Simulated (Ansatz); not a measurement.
NaF: excitons and shallow donors from band masses and screening

Level of theory: Ansatz, DFT PBE, scalar-relativistic, plane waves, PAW.

Settings: cutoff 420 eV, Γ-centred mesh 8×8×8 on the computed 2-atom cell, Gaussian smearing of 0.02 eV; no spin polarisation.

Relaxed cell: Fm-3m, a = 4.699 Å, b = 4.699 Å, c = 4.699 Å, α = 90.00°, β = 90.00°, γ = 90.00°, 2 atoms in the primitive cell.

The calculation gives a Kohn–Sham gap of 6.09 eV, an electron mass of 0.565 mₑ and a hole mass of 2.49 mₑ (harmonic means over x, y, z and over the bands degenerate at each edge), and ε∞ = 1.90 (independent particles, mean of the diagonal).

Estimate the binding energy and radius of a Wannier–Mott exciton and of a shallow donor, and say whether the hydrogenic model can hold.

The reduced mass is μ = mₙmₕ/(mₙ + mₕ) = 0.46 mₑ, with mₙ and mₕ the band masses. With E_b = 13.606 eV × μ/ε² and a = 0.529 Å × ε/μ (μ in mₑ) the exciton has E_b = 1736 meV and a = 2.2 Å. For a donor μ is the electron mass: 2130 meV and 1.8 Å. The radius isn't large against the shortest lattice vector (3.32 Å), so the continuum picture is doubtful and the numbers are only a scale. In a polar crystal the ions screen too, so a state bound more weakly than an optical phonon feels the larger static constant, which lowers the energy and widens the orbit. The other way, the small Kohn–Sham gap and the missing local fields make ε∞ too large and the masses tend to be too light, which underbinds.

Cost: 4 runs of about 0.31 core-minutes in all, on Arm Neoverse V1 (shared hosts).